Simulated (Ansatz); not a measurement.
Crystal: GaN.

```
Ga N
1.0
     0.00000    2.25350    2.25350
     2.25350    0.00000    2.25350
     2.25350    2.25350    0.00000
Ga N
1 1
Direct
  0.00000 0.00000 0.00000
  0.25000 0.25000 0.25000
```

The cell is a database's computed one.

```yaml
Program: Ansatz 0.2.0
Task: relaxation of cell and atoms
Functional: RPBE
Potentials_or_basis: Ansatz PAW
Cutoff: "420 eV (not typed: the program's choice for these potentials)"
k_mesh: 10 × 10 × 10
Occupations: fermi-dirac, width 0.05 eV
Spin: no spin polarisation
```

At the start: volume 11.44 Å³/atom.

Task: Where does the relaxation end?

Result: It ends after 7 steps and the volume is 12.04 Å³/atom (+5.2 %); space group F-43m (No. 216, to 0.05 Å).

Step by step:
```
step  energy change (eV)  largest force (eV/Å)  volume (Å³)
   1              0.0000                0.0000        22.89
   2             -0.0245                0.0000        23.56
   3             -0.0287                0.0000        24.01
   4             -0.0286                0.0000        24.05
   5             -0.0328                0.0000        24.05
   6             -0.0327                0.0000        24.08
   7             -0.0329                0.0000        24.08
```

Final structure:
```
Ga N
1.0
     0.00000    2.29210    2.29210
     2.29210    0.00000    2.29210
     2.29210    2.29210    0.00000
Ga N
1 1
Cartesian
  0.0000 0.0000 0.0000
  1.1460 1.1460 1.1460
```

Caveat: the plane-wave basis is chosen anew once the cell has moved, so the energies of steps on either side of that aren't comparable; the pressure holds a Pulay correction of +0.4 GPa for the finite cutoff; the PAW data sets come from PBE, with cores solved anew for the run's functional, which leaves a small shift of forces and pressure.
